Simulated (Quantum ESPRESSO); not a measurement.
# In (P6_3/mmc) in Quantum ESPRESSO: convergence with wavefunction cutoff

Aim: find how far wavefunction cutoff must go before the results for In settle, at PBEsol. This setting moves, with any that are tied to it; all else stays.

Program: Quantum ESPRESSO 7.5. These are calculated values, not measurements. Logs are shortened: lines on timing, memory, paths and dates and some standing lists are left out, and cuts for length are marked.

## 1. Starting point

It takes space group P6_3/mmc (No. 194, hexagonal). Conventional cell: a = 3.335 Å, b = 3.335 Å, c = 5.509 Å, α = 90.00°, β = 90.00°, γ = 120.00°. Around In (site symmetry -6m2) lie 12 In at 3.34 to 3.36 Å.

This isn't the form of In at room conditions, which is tetragonal.

## 2. With wavefunction cutoff 28 Ry

Input file pw.in:

```
&CONTROL
  calculation = 'scf'
  prefix = 'pwscf'
  outdir = './tmp'
  pseudo_dir = './pseudo'
  tprnfor = .true.
  tstress = .true.
  disk_io = 'nowf'
/
&SYSTEM
  ibrav = 0
  nat = 2
  ntyp = 1
  ecutwfc = 28
  nbnd = 20
  occupations = 'smearing'
  smearing = 'fd'
  degauss = 0.00734986
/
&ELECTRONS
  conv_thr = 4d-10
  electron_maxstep = 120
  mixing_beta = 0.5
/
ATOMIC_SPECIES
In   114.8180 In.upf
CELL_PARAMETERS angstrom
   3.3354847820    0.0000000000    0.0000000000
  -1.6677423910    2.8886145552    0.0000000000
   0.0000000000    0.0000000000    5.5091429200
ATOMIC_POSITIONS crystal
In     0.6666666667    0.3333333333    0.7500000000
In     0.3333333333    0.6666666667    0.2500000000
K_POINTS automatic
9 9 5 0 0 0
```

Potentials or basis: PseudoDojo 0.4.1 SR PBEsol standard.

On the command line:

```console
> OMP_NUM_THREADS=1 pw.x -in pw.in > pw.out
```

pw.out:

```text
This program is part of the open-source Quantum ESPRESSO suite
     for quantum simulation of materials; please cite
[... 9 lines left out ...]
     --------------------
     sticks:   dense  smooth     PW     G-vecs:    dense   smooth      PW
     Sum         313     313     97                 7199     7199    1291

     Using Slab Decomposition

     bravais-lattice index     =            0
     lattice parameter (alat)  =       6.3032  a.u.
     unit-cell volume          =     358.2030 (a.u.)^3
     number of atoms/cell      =            2
     number of atomic types    =            1
     number of electrons       =        26.00
     number of Kohn-Sham states=           20
     kinetic-energy cutoff     =      28.0000  Ry
     charge density cutoff     =     112.0000  Ry
     scf convergence threshold =      4.0E-10
     mixing beta               =       0.5000
     number of iterations used =            8  plain     mixing
     Exchange-correlation= PBESOL
                           (   1   4  10   8   0   0   0)

     celldm(1)=   6.303153  celldm(2)=   0.000000  celldm(3)=   0.000000
     celldm(4)=   0.000000  celldm(5)=   0.000000  celldm(6)=   0.000000

     crystal axes: (cart. coord. in units of alat)
               a(1) = (   1.000000   0.000000   0.000000 )
               a(2) = (  -0.500000   0.866025   0.000000 )
               a(3) = (   0.000000   0.000000   1.651677 )

     reciprocal axes: (cart. coord. in units 2 pi/alat)
               b(1) = (  1.000000  0.577350 -0.000000 )
               b(2) = (  0.000000  1.154701  0.000000 )
               b(3) = (  0.000000 -0.000000  0.605445 )

     PseudoPot. # 1 for In read from file:
     In.upf
     Pseudo is Norm-conserving + core correction, Zval = 13.0
     Generated using ONCVPSP code by D. R. Hamann
     Using radial grid of 1940 points,  6 beta functions with:
                l(1) =   0
                l(2) =   0
                l(3) =   1
                l(4) =   1
                l(5) =   2
                l(6) =   2

     atomic species   valence    mass     pseudopotential
     In               13.00   114.81800     In( 1.00)

     24 Sym. Ops., with inversion, found (12 have fractional translation)

   Cartesian axes

     site n.     atom                  positions (alat units)
         1        In     tau(   1) = (   0.5000000   0.2886751   1.2387576  )
         2        In     tau(   2) = (  -0.0000000   0.5773503   0.4129192  )

     number of k points=    36  Fermi-Dirac smearing, width (Ry)=  0.0073
                       cart. coord. in units 2pi/alat
        k(    1) = (   0.0000000   0.0000000   0.0000000), wk =   0.0049383
        k(    2) = (   0.0000000   0.0000000   0.1210891), wk =   0.0098765
        k(    3) = (   0.0000000   0.0000000   0.2421781), wk =   0.0098765
        k(    4) = (   0.0000000   0.1283001   0.0000000), wk =   0.0296296
        k(    5) = (   0.0000000   0.1283001   0.1210891), wk =   0.0592593
        k(    6) = (   0.0000000   0.1283001   0.2421781), wk =   0.0592593
[... 28 lines left out ...]
        k(   35) = (   0.3333333   0.5773503   0.1210891), wk =   0.0197531
        k(   36) = (   0.3333333   0.5773503   0.2421781), wk =   0.0197531

     Dense  grid:     7199 G-vectors     FFT dimensions: (  24,  24,  36)

     Initial potential from superposition of free atoms

     starting charge      25.9930, renormalised to      26.0000

     negative rho (up, down):  2.434E-03 0.000E+00
     Starting wfcs are   18 randomized atomic wfcs +    2 random wfcs

     Self-consistent Calculation

     iteration #  1     ecut=    28.00 Ry     beta= 0.50
     Davidson diagonalization with overlap
     ethr =  1.00E-02,  avg # of iterations =  7.3

     negative rho (up, down):  1.196E-03 0.000E+00

     total energy              =    -258.55865633 Ry
     estimated scf accuracy    <       1.58002239 Ry

     iteration #  2     ecut=    28.00 Ry     beta= 0.50
     Davidson diagonalization with overlap
     ethr =  6.08E-03,  avg # of iterations =  2.0

     negative rho (up, down):  4.584E-04 0.000E+00

     total energy              =    -258.74252425 Ry
     estimated scf accuracy    <       0.10824792 Ry

     iteration #  3     ecut=    28.00 Ry     beta= 0.50
     Davidson diagonalization with overlap
     ethr =  4.16E-04,  avg # of iterations =  1.3

     total energy              =    -258.74213174 Ry
     estimated scf accuracy    <       0.01552268 Ry

     iteration #  4     ecut=    28.00 Ry     beta= 0.50
     Davidson diagonalization with overlap
     ethr =  5.97E-05,  avg # of iterations =  3.6

     total energy              =    -258.74366362 Ry
     estimated scf accuracy    <       0.00011298 Ry

     iteration #  5     ecut=    28.00 Ry     beta= 0.50
     Davidson diagonalization with overlap
     c_bands:  1 eigenvalues not converged
     ethr =  4.35E-07,  avg # of iterations =  7.9

     total energy              =    -258.74397898 Ry
     estimated scf accuracy    <       0.00002088 Ry

     iteration #  6     ecut=    28.00 Ry     beta= 0.50
     Davidson diagonalization with overlap
     ethr =  8.03E-08,  avg # of iterations =  2.1

     total energy              =    -258.74398312 Ry
     estimated scf accuracy    <       0.00000018 Ry

     iteration #  7     ecut=    28.00 Ry     beta= 0.50
     Davidson diagonalization with overlap
     ethr =  6.86E-10,  avg # of iterations =  4.4

     total energy              =    -258.74398321 Ry
     estimated scf accuracy    <       0.00000010 Ry
[... 5 lines left out ...]
     total energy              =    -258.74398324 Ry
     estimated scf accuracy    <       0.00000002 Ry

     iteration #  9     ecut=    28.00 Ry     beta= 0.50
     Davidson diagonalization with overlap
     ethr =  8.66E-11,  avg # of iterations =  2.0

     total energy              =    -258.74398324 Ry
     estimated scf accuracy    <          7.4E-10 Ry

     iteration # 10     ecut=    28.00 Ry     beta= 0.50
     Davidson diagonalization with overlap
     ethr =  2.86E-12,  avg # of iterations =  3.2

     End of self-consistent calculation

          k = 0.0000 0.0000 0.0000 (   893 PWs)   bands (ev):

    -4.6370  -4.2449  -4.2449  -4.0675  -4.0675  -3.7853  -3.7853  -3.7833
    -3.6955  -3.6955   0.8330   5.8112   7.0618  18.5972  18.5972  20.4553
    20.4949  20.4949  21.6273  22.1705

          k = 0.0000 0.0000 0.1211 (   881 PWs)   bands (ev):

    -4.0254  -4.0254  -3.9688  -3.9458  -3.8320  -3.8320  -3.6804  -3.6804
    -3.6708  -3.6708   1.0461   4.3225   8.9667  18.2439  18.7719  18.7719
    20.3372  20.3372  21.6980  22.0975

          k = 0.0000 0.0000 0.2422 (   912 PWs)   bands (ev):

    -4.5320  -4.4370  -4.4370  -4.3508  -4.3508  -4.1537  -4.1396  -4.1396
    -3.8833  -3.8833   1.6929   2.7837  11.7323  14.9009  19.2443  19.2443
    19.8554  19.8554  21.8008  21.9412
[... 187 lines left out ...]
          k = 0.3333 0.5774 0.1211 (   891 PWs)   bands (ev):

    -4.7120  -4.4838  -4.4838  -3.9749  -3.9533  -3.9533  -3.8242  -3.6527
    -3.6527  -3.4686   7.0729   7.0729   8.9356  10.6912  10.6912  11.9124
    14.9159  14.9159  17.4486  25.0750

          k = 0.3333 0.5774 0.2422 (   894 PWs)   bands (ev):

    -4.3615  -4.3615  -4.3512  -4.1170  -4.1027  -4.1027  -4.0015  -3.8273
    -3.6191  -3.6191   7.5539   7.5539   9.3643   9.3643   9.6150  10.6585
    17.0910  17.0910  19.7210  22.3075

     the Fermi energy is    10.3773 ev

!    total energy              =    -258.74398324 Ry
     estimated scf accuracy    <          4.5E-12 Ry
     smearing contrib. (-TS)   =      -0.00317948 Ry
     internal energy E=F+TS    =    -258.74080376 Ry

     The total energy is F=E-TS. E is the sum of the following terms:
     one-electron contribution =     -57.74986682 Ry
     hartree contribution      =      49.43615652 Ry
     xc contribution           =     -77.24607243 Ry
     ewald contribution        =    -173.18102103 Ry

     convergence has been achieved in  10 iterations

     Forces acting on atoms (cartesian axes, Ry/au):

     atom    1 type  1   force =    -0.00000000   -0.00000000    0.00000000
     atom    2 type  1   force =     0.00000000    0.00000000    0.00000000

     Total force =     0.000000     Total SCF correction =     0.000000

     Computing stress (Cartesian axis) and pressure

          total   stress  (Ry/bohr**3)                   (kbar)     P=    -7156.53
  -0.04865248  -0.00000000   0.00000000        -7157.03       -0.00        0.00
   0.00000000  -0.04865248  -0.00000000            0.00    -7157.03       -0.00
   0.00000000  -0.00000000  -0.04864243            0.00       -0.00    -7155.55

=------------------------------------------------------------------------------=
   JOB DONE.
=------------------------------------------------------------------------------=
```

Wall time 18 s (1 thread of Arm Neoverse N1, shared host); peak memory 0.05 GiB.

What came out:

```yaml
Free_energy: -3520.3912 eV
Pressure: -715.7 GPa
Band_gap_on_the_k_mesh: none (metal or under the smearing width)
```

## 3. With wavefunction cutoff 35 Ry

Edit pw.in of step 2 so:

```diff
@@ -13,3 +13,3 @@
   ntyp = 1
-  ecutwfc = 28
+  ecutwfc = 35
   nbnd = 20
```

Potentials or basis: PseudoDojo 0.4.1 SR PBEsol standard.

On the command line:

```console
> OMP_NUM_THREADS=1 pw.x -in pw.in > pw.out
```

Run time: 19 s. Hardware: 1 thread of Arm Neoverse N1, shared host; peak memory 0.05 GiB.

Results:

| Item | Value |
| --- | --- |
| Free energy | -3579.2905 eV |
| Pressure | -354.8 GPa |
| Band gap on the k mesh | none (metal or under the smearing width) |

## 4. With wavefunction cutoff 42 Ry

Edit pw.in of step 3 so:

```diff
@@ -13,3 +13,3 @@
   ntyp = 1
-  ecutwfc = 35
+  ecutwfc = 42
   nbnd = 20
```

On the command line:

```console
> OMP_NUM_THREADS=1 pw.x -in pw.in > pw.out
```

Run time: 23 s. Hardware: 1 thread of Arm Neoverse N1, shared host; peak memory 0.05 GiB.

Results:

- Free energy: -3600.5080 eV
- Pressure: -135.9 GPa
- Band gap on the k mesh: none (metal or under the smearing width)

## 5. With wavefunction cutoff 49 Ry

Edit pw.in of step 4 so:

```diff
@@ -13,3 +13,3 @@
   ntyp = 1
-  ecutwfc = 42
+  ecutwfc = 49
   nbnd = 20
```

On the command line:

```console
> OMP_NUM_THREADS=1 pw.x -in pw.in > pw.out
```

It took 30 s on 1 thread of Arm Neoverse N1, shared host; peak memory 0.06 GiB.

Results:

| Property | Result |
| --- | --- |
| Free energy | -3606.6045 eV |
| Pressure | -39.1 GPa |
| Band gap on the k mesh | none (metal or under the smearing width) |

## 6. With wavefunction cutoff 56 Ry

Edit pw.in of step 5 so:

```diff
@@ -13,3 +13,3 @@
   ntyp = 1
-  ecutwfc = 49
+  ecutwfc = 56
   nbnd = 20
```

Potentials or basis: PseudoDojo 0.4.1 SR PBEsol standard.

On the command line:

```console
> OMP_NUM_THREADS=1 pw.x -in pw.in > pw.out
```

Wall time 33 s (1 thread of Arm Neoverse N1, shared host); peak memory 0.07 GiB.

Results (log left out):

- Free energy: -3607.8971 eV
- Pressure: -8.4 GPa
- Band gap on the k mesh: none (metal or under the smearing width)

## 7. With wavefunction cutoff 63 Ry

Edit pw.in of step 6 so:

```diff
@@ -13,3 +13,3 @@
   ntyp = 1
-  ecutwfc = 56
+  ecutwfc = 63
   nbnd = 20
```

On the command line:

```console
> OMP_NUM_THREADS=1 pw.x -in pw.in > pw.out
```

It took 39 s on 1 thread of Arm Neoverse N1, shared host; peak memory 0.08 GiB.

It converged, with:

* Free energy: -3608.0770 eV
* Pressure: -1.9 GPa
* Band gap on the k mesh: none (metal or under the smearing width)

## 8. With wavefunction cutoff 70 Ry

Edit pw.in of step 7 so:

```diff
@@ -13,3 +13,3 @@
   ntyp = 1
-  ecutwfc = 63
+  ecutwfc = 70
   nbnd = 20
```

On the command line:

```console
> OMP_NUM_THREADS=1 pw.x -in pw.in > pw.out
```

It took 62 s on 1 thread of Arm Neoverse N1, shared host; peak memory 0.09 GiB.

Results (log left out):

```yaml
Free_energy: -3608.0880 eV
Pressure: -1.2 GPa
Band_gap_on_the_k_mesh: none (metal or under the smearing width)
```

## 9. With wavefunction cutoff 84 Ry

Edit pw.in of step 8 so:

```diff
@@ -13,3 +13,3 @@
   ntyp = 1
-  ecutwfc = 70
+  ecutwfc = 84
   nbnd = 20
```

Potentials or basis: PseudoDojo 0.4.1 SR PBEsol standard.

On the command line:

```console
> OMP_NUM_THREADS=1 pw.x -in pw.in > pw.out
```

Wall time 74 s (1 thread of Arm Neoverse N1, shared host); peak memory 0.11 GiB.

It converged, with:

```
Free energy            : -3608.0889 eV
Pressure               : -1.2 GPa
Band gap on the k mesh : none (metal or under the smearing width)
```

## 10. With wavefunction cutoff 105 Ry

Edit pw.in of step 9 so:

```diff
@@ -13,3 +13,3 @@
   ntyp = 1
-  ecutwfc = 84
+  ecutwfc = 105
   nbnd = 20
```

On the command line:

```console
> OMP_NUM_THREADS=1 pw.x -in pw.in > pw.out
```

Run time: 2.4 min. Hardware: 1 thread of Arm Neoverse N1, shared host; peak memory 0.15 GiB.

Results (log left out):

```
Free energy            : -3608.0894 eV
Pressure               : -1.2 GPa
Band gap on the k mesh : none (metal or under the smearing width)
```

## 11. Summary

```
wavefunction cutoff  energy less the tightest run, at zero smearing (meV/atom)  pressure (GPa)  SCF cycles  CPU time (s)  peak memory (GiB)
              28 Ry                                                   43849.47         -715.65          10            18               0.05
              35 Ry                                                   14399.64         -354.78           9            19               0.05
              42 Ry                                                    3790.77         -135.85           8            23               0.05
              49 Ry                                                     742.47          -39.10           7            30               0.06
              56 Ry                                                      96.13           -8.43           8            33               0.07
              63 Ry                                                       6.19           -1.93           8            39               0.08
              70 Ry                                                       0.69           -1.23           8            62               0.09
              84 Ry                                                       0.26           -1.23           8            74               0.11
             105 Ry                                                       0.00           -1.23           8           140               0.15
```

Against the tightest run, the energy stays within 1 meV/atom from 70 Ry on; the pressure stays within 0.1 GPa from 70 Ry on. The tightest run that finished is the yardstick and may itself not be fully converged.
